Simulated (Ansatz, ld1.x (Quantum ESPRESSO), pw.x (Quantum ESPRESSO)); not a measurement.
**What a changed setting does to a pw.x run (fcc Ta)**

Potential: ultrasoft, ld1.x (Quantum ESPRESSO) 7.5, PBE; core [Kr] 4d10 4f14 5s2, reference 5p6 5d3 6s2 6p0; waves: 6s (bound): rcut 2.60, rcutus 3.10 bohr; 6s channel at 0.95 Ry: rcut 2.60, rcutus 3.10 bohr; 5p (bound): rcut 1.80, rcutus 2.10 bohr; 6p (bound, empty): rcut 1.80, rcutus 2.10 bohr; 5d (bound): rcut 2.15, rcutus 2.80 bohr; 5d channel at 0.2 Ry: rcut 2.15, rcutus 2.80 bohr; local part: all-electron potential smoothed inside 2.80 bohr (lloc = -1); core correction: Bessel-smoothed model core, default radius (core density twice the valence density); augmentation: PSQ, inside the norm-conserving radii.

The reference run (k-mesh 13³, cutoffs 45/360 Ry, Fermi–Dirac 0.01 Ry, mixing_beta 0.4, conv_thr 1e-9, no spin) gives 1.26 GPa at 18.931 Å³/atom, where all-electron LAPW gives -0.85 GPa. This run, with its own iteration cap, changes conv_thr to 1.0, a wrong or extreme entry chosen on purpose.

```
&control
  calculation='scf', prefix='x', pseudo_dir='./', outdir='./tmp', tstress=.true., disk_io='none'
/
&system
  ibrav=0, nat=1, ntyp=1, ecutwfc=45, ecutrho=360, nbnd=13,
  occupations='smearing', smearing='fd', degauss=0.01
/
&electrons
  conv_thr=1, mixing_beta=0.4, electron_maxstep=70
/
ATOMIC_SPECIES
Ta 1.0 Ta.UPF
CELL_PARAMETERS angstrom
  0.00000000 2.11534489 2.11534489
  2.11534489 0.00000000 2.11534489
  2.11534489 2.11534489 0.00000000
ATOMIC_POSITIONS crystal
Ta 0.0000 0.0000 0.0000
K_POINTS automatic
13 13 13 0 0 0
```

```bash
pw.x < Ta.scf.in > Ta.scf.out
```

Question: How does the run end?

Answer: It converges in 1 iterations; the free energy moves by +157.8 meV/atom and the pressure by +32.41 GPa. The result is not a property of the crystal.

```
Message from routine setup:
     using ibrav=0 with symmetry is DISCOURAGED, use correct ibrav instead
     lattice parameter (alat)  =       5.6532  a.u.
     unit-cell volume          =     127.7527 (a.u.)^3
     number of electrons       =        11.00
     number of Kohn-Sham states=           13
     kinetic-energy cutoff     =      45.0000  Ry
     charge density cutoff     =     360.0000  Ry
     scf convergence threshold =      1.0E+00
     Exchange-correlation= PBE
     number of k points=    84  Fermi-Dirac smearing, width (Ry)=  0.0100
     iteration #  1     ecut=    45.00 Ry     beta= 0.40
     the Fermi energy is    16.1061 ev
!    total energy              =    -150.12430222 Ry
     estimated scf accuracy    <       0.04596421 Ry
     smearing contrib. (-TS)   =      -0.00516532 Ry
     The total energy is F=E-TS. E is the sum of the following terms:
     one-electron contribution =      -6.45008676 Ry
     hartree contribution      =      11.71362938 Ry
     xc contribution           =     -85.99192701 Ry
     ewald contribution        =     -69.39075252 Ry
     convergence has been achieved in   1 iterations
          total   stress  (Ry/bohr**3)                   (kbar)     P=      336.73
     Message from routine punch:
     Nothing written, as per user request (disk_io='none')
```

The run took about 3.5 s on one core of a shared host (Neoverse-V1, 32 threads, 247 GiB, load 24).
